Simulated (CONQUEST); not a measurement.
BN under changes of volume

One of the cells (5.969 Å³/atom); the others are scaled copies at fixed shape and fractional positions:

```
CELL_PARAMETERS angstrom
2.55394 0.00000 0.00000
0.00000 4.22685 0.00000
0.00000 0.00000 4.42355
ATOMIC_POSITIONS crystal
N 0.00000 0.12528 0.66667
N 0.50000 0.12528 0.16667
N 0.00000 0.62528 0.33333
N 0.50000 0.62528 0.83333
B 0.00000 0.49972 0.66667
B 0.50000 0.49972 0.16667
B 0.00000 0.99972 0.33333
B 0.50000 0.99972 0.83333
```

Measurements of this composition are mostly on another form, of space group No. 194.

```yaml
Program: CONQUEST 1.3
Functional: PBE
Potentials_or_basis: PseudoDojo NC PBE, DZP, grid of 32 × 48 × 48 points
k_mesh: 9 × 5 × 5
Occupations: fermi-dirac, width 0.05 eV
Spin: no spin polarisation
```

| volume (Å³/atom) | energy over the lowest point (meV/atom) | pressure (GPa) | gap on the mesh (eV) | largest force (eV/Å) |
| --- | --- | --- | --- | --- |
| 5.611 | ? | ? | ? | ? |
| 5.730 | 13.88 | 17.9 | 5.26 | 0.050 |
| 5.850 | 3.89 | 9.2 | 5.29 | 0.032 |
| 5.969 | 0.00 | 1.3 | 5.31 | 0.010 |
| 6.088 | 1.79 | -5.8 | 5.33 | 0.016 |
| 6.208 | 8.40 | -12.1 | 5.36 | 0.031 |
| 6.327 | 19.72 | -18.2 | 5.37 | 0.048 |

What does the run at 5.611 Å³/atom give?

Energy over the lowest point 30.92 meV/atom; pressure 27.6 GPa; gap on the mesh 5.23 eV; largest force 0.074 eV/Å.

Worked out: A Birch-Murnaghan fit of order 3 (a polynomial in V^(-2/3)) to the other rows has its minimum at 5.99 Å³/atom with B0 = V·E''(V) = 366 GPa and B' = 3.8 at fixed shape and positions, which overstates the stiffness. It gives 30.49 meV/atom at 5.611 Å³/atom, against the run's 30.92, and -dE/dV = 27.2 GPa, against 27.6. A straight line through the other rows of the gap, of slope 1.13 eV per unit of ln V, extrapolates to 5.24 eV, against the run's 5.23.

Energies are extrapolated to zero smearing.

Caveats: an odd mesh through Γ misses points on the zone boundary, where band edges often lie; the basis of atomic orbitals isn't converged, which shifts pressures, moduli and gaps.
